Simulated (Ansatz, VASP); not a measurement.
NaCl: VASP beside Ansatz

INCAR

```
ALGO = Normal
EDIFF = 1E-6
ENCUT = 520
GGA = PS
ISIF = 2
ISMEAR = 0
LASPH = True
LCHARG = False
LREAL = False
LWAVE = False
NBANDS = 14
NELM = 100
PREC = Accurate
SIGMA = 0.02
```

Contents of KPOINTS:

```
k-points
0
Gamma
  6 6 6
```

POSCAR

```
NaCl
1.0
    3.6009517580      0.0000000000      0.0000000000
    0.0000000000      3.6009517580      0.0000000000
    0.0000000000      0.0000000000      3.5484189080
Na Cl
1 1
Direct
    0.0000000000      0.0000000000      0.0285535622
    0.5000000000      0.5000000000      0.4714464378
```

Input for Ansatz:

```yaml
crystal:
  lattice:
    - [3.600951758, 0.0, 0.0]
    - [0.0, 3.600951758, 0.0]
    - [0.0, 0.0, 3.548418908]
  atoms:
    - { symbol: Na, position: [0.0, 0.0, 0.0285535622] }
    - { symbol: Cl, position: [0.5, 0.5, 0.4714464378] }
basis:
  ecutwfc: 420
kpoints:
  mp_grid: { grid: [6, 6, 6] }
hamiltonian:
  xc: pbesol
scf:
  occupations: { method: gaussian, width: 0.02 }
output:
  forces: true
  stress: true
  eigenvalues: true
```

Alike in both runs: task single point; functional PBEsol; k mesh 6 × 6 × 6; occupations gaussian, width 0.02 eV; no spin polarisation.

|  | VASP | Ansatz |
| --- | --- | --- |
| version | VASP 6.6.1 | Ansatz 0.2.0 |
| potentials or method | VASP PAW PBE potentials, release 64 (Na_pv, Cl) | scalar-relativistic, plane waves, PAW |
| plane-wave cutoff (eV) | 520 | 420 |
| valence electrons in the cell | 14 | 16 |

```tsv
	VASP	Ansatz	Ansatz less VASP
gap on the k mesh at the Fermi level (eV)	3.59	3.59	+0.003
least direct gap on the mesh (eV)	4.01	4.01	+0.003
pressure (GPa)	-2.3	-2.3	0.00
largest component of the traceless stress (GPa)	0.71	0.71	+0.005
rms of the force components (eV/Å)	0.009	0.008	-0.0009
```

Atom by atom the forces differ by 0.001 eV/Å (rms over components). The functional is the same, so the differences come from potentials, cutoffs and numerics. The two sets of potentials don't hold the same shells in valence.

Caveats: the PAW data sets were made with another functional, which shifts forces and pressure a little (VASP). A k mesh can miss the band edges.
